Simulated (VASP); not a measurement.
# Sc: molecular dynamics with a thermostat

Sc, P6_3/mmc (no. 194), 8 atoms in the cell. PBE, molecular dynamics; PAW potentials Sc_sv (PBE set).

Ensemble: Nose-Hoover chain; Target temperature (K): 1000.

## Input

INCAR:
```
SYSTEM = Sc
ALGO     = Fast           ! electronic algorithm
EDIFF    = 1E-6           ! SCF threshold, eV
ENCUT    = 230            ! plane-wave cutoff, eV
GGA      = PE             ! functional
IBRION   = 0              ! ionic algorithm
ISIF     = 2              ! what is computed and relaxed
ISMEAR   = -1             ! smearing method
ISYM     = 0            
KPAR     = 2            
LASPH    = .True.         ! aspherical terms in the spheres
LCHARG   = .False.        ! write CHGCAR
LREAL    = Auto         
LWAVE    = .False.        ! write WAVECAR
MDALGO   = 4            
NELM     = 60             ! most SCF steps
NELMIN   = 4            
NHC_NCHAINS= 3            
NHC_PERIOD= 30           
NSW      = 60             ! ionic steps
POTIM    = 2.0            ! step
PREC     = Normal         ! precision mode
RANDOM_SEED= 53488 0 0    
SIGMA    = 0.05           ! smearing width, eV
TEBEG    = 1000          
```

KPOINTS:
```
k-points
0
Monkhorst-Pack
  2 2 2
```

POSCAR:
```
Sc
1.0
    6.6180000000      0.0000000000      0.0000000000
   -3.3090000000      5.7313561222      0.0000000000
    0.0000000000      0.0000000000      5.2733000000
Sc
8
Direct
    0.3333333334      0.1666666666      0.7500000000
    0.3333333334      0.6666666666      0.7500000000
    0.8333333334      0.1666666666      0.7500000000
    0.8333333333      0.6666666666      0.7500000000
    0.1666666666      0.3333333334      0.2500000000
    0.1666666666      0.8333333333      0.2500000000
    0.6666666667      0.3333333334      0.2500000000
    0.6666666666      0.8333333333      0.2500000000
```

Commands:
```
cat potpaw_PBE.64/Sc_sv/POTCAR > POTCAR
mpirun -np 2 vasp_std > vasp.out
```

## Result

- Mean temperature (K): 577
- Standard error of the mean temperature (K): 116
- Relative fluctuation of the kinetic energy: 0.444
- Canonical value of that fluctuation: 0.309
- Rise of the mean potential energy above the start (meV/atom): 69.1
- Electronic steps per ionic step after the first: 6.8

Course of the run:

| Time (fs) | Temperature (K) | Potential energy less the first (meV/atom) |
|---|---|---|
| 2 | 1000 | 0.0 |
| 12 | 898 | 11.6 |
| 20 | 705 | 33.9 |
| 30 | 428 | 66.5 |
| 38 | 255 | 87.7 |
| 48 | 160 | 100.6 |
| 56 | 198 | 98.4 |
| 66 | 377 | 84.0 |
| 74 | 579 | 69.6 |
| 84 | 790 | 58.6 |
| 92 | 847 | 61.3 |
| 102 | 770 | 78.2 |
| 110 | 652 | 96.2 |
| 120 | 542 | 113.4 |

REPORT:
```
MDALGO =   4
           NHC_NCHAINS =   3
            NHC_PERIOD =    30
            NHC_NRESPA =    1
                NHC_NS =  1
               SCALING =       0
                 CNEXP =     9.000   14.000
           RANDOM_SEED =             53488                0                0

   original number of atomic DOF:         21
   number of independent constraints:      0
   number of active DOF:                  21

========================================
         MD step No.       1
========================================

  Atomic velocities initialized by STEP_tb

  >Nose-Hoover_chains
                       xs       vs(fs^-1)
   nhc_s>  -0.24115511E-09  -0.48225997E-09
   nhc_s>  -0.13889371E-03  -0.27779707E-03
   nhc_s>  -0.13888889E-03  -0.27773919E-03

  >Energies
                    E_tot             E_pot             E_kin               EPS                ES
   e_b>   -0.49029788E+02   -0.49934612E+02    0.90482393E+00    0.23935520E-04   -0.23938034E-04

  >Temperature
               T_sim     T_inst
   tmprt>   1000.000    999.998

           RANDOM_SEED =             53488               48                0

[... steps left out ...]

========================================
         MD step No.      60
========================================

  >Nose-Hoover_chains
                       xs       vs(fs^-1)
   nhc_s>  -0.55230841E+00  -0.37522253E-02
   nhc_s>   0.15793326E+01   0.19653128E-01
   nhc_s>   0.23229070E+00   0.39785294E-01

  >Energies
                    E_tot             E_pot             E_kin               EPS                ES
   e_b>   -0.49029065E+02   -0.49027166E+02    0.49017477E+00    0.35129640E+00   -0.84337090E+00

  >Temperature
               T_sim     T_inst
   tmprt>   1000.000    541.734

           RANDOM_SEED =             53488               48                0
```

OSZICAR:
```
N       E                     dE             d eps       ncg     rms          rms(c)
DAV:   1     0.111107610240E+04    0.11111E+04   -0.31834E+04  1536   0.990E+02
DAV:   2     0.292310717157E+02   -0.10818E+04   -0.10747E+04  1512   0.639E+02
DAV:   3    -0.494491097113E+02   -0.78680E+02   -0.76247E+02  2000   0.164E+02
DAV:   4    -0.550088106518E+02   -0.55597E+01   -0.52939E+01  1968   0.346E+01
DAV:   5    -0.554685354402E+02   -0.45972E+00   -0.43779E+00  1776   0.726E+00    0.145E+01
RMM:   6    -0.502688924851E+02    0.51996E+01   -0.82231E+00  1248   0.218E+01    0.515E+00
RMM:   7    -0.499434133088E+02    0.32548E+00   -0.12945E+01  1415   0.161E+01    0.261E+00
RMM:   8    -0.498811894650E+02    0.62224E-01   -0.98175E-01  1297   0.620E+00    0.969E-01
RMM:   9    -0.499151982646E+02   -0.34009E-01   -0.51771E-01  1599   0.217E+00    0.299E-01
RMM:  10    -0.499282946695E+02   -0.13096E-01   -0.15298E-01  1854   0.815E-01    0.257E-01
RMM:  11    -0.499304674456E+02   -0.21728E-02   -0.53655E-02  1593   0.593E-01    0.131E-01
RMM:  12    -0.499325773247E+02   -0.21099E-02   -0.28225E-02  1575   0.436E-01    0.440E-02
[... left out ...]
[... last step whole ...]
       N       E                     dE             d eps       ncg     rms          rms(c)
DAV:   1    -0.490265206854E+02    0.20996E-01   -0.20583E-02  2300   0.610E+00    0.200E-02
RMM:   2    -0.490269286258E+02   -0.40794E-03   -0.41223E-03  1355   0.570E-01    0.101E-02
RMM:   3    -0.490271154226E+02   -0.18680E-03   -0.17911E-03  1609   0.213E-01    0.463E-03
RMM:   4    -0.490271616845E+02   -0.46262E-04   -0.44768E-04  1862   0.126E-01    0.676E-03
RMM:   5    -0.490271645974E+02   -0.29128E-05   -0.26337E-05  1427   0.274E-02    0.596E-03
RMM:   6    -0.490271655037E+02   -0.90633E-06   -0.94460E-06  1089   0.121E-02
     60 T=   542. E= -.49025346E+02 F= -.49027166E+02 E0= -.48952867E+02  EK= 0.49389E+00 SP= -.84E+00 SK= 0.35E+00
```

Limits: 120 fs of 8 atoms are too short for converged averages; the cell is only 5.3 Å across, so each atom moves in step with near copies of itself.

VASP 6.6.1 took 865 s on 2 cores (Intel Xeon Platinum 8259CL @ 2.50GHz (Skylake/Cascade Lake)), a shared host.
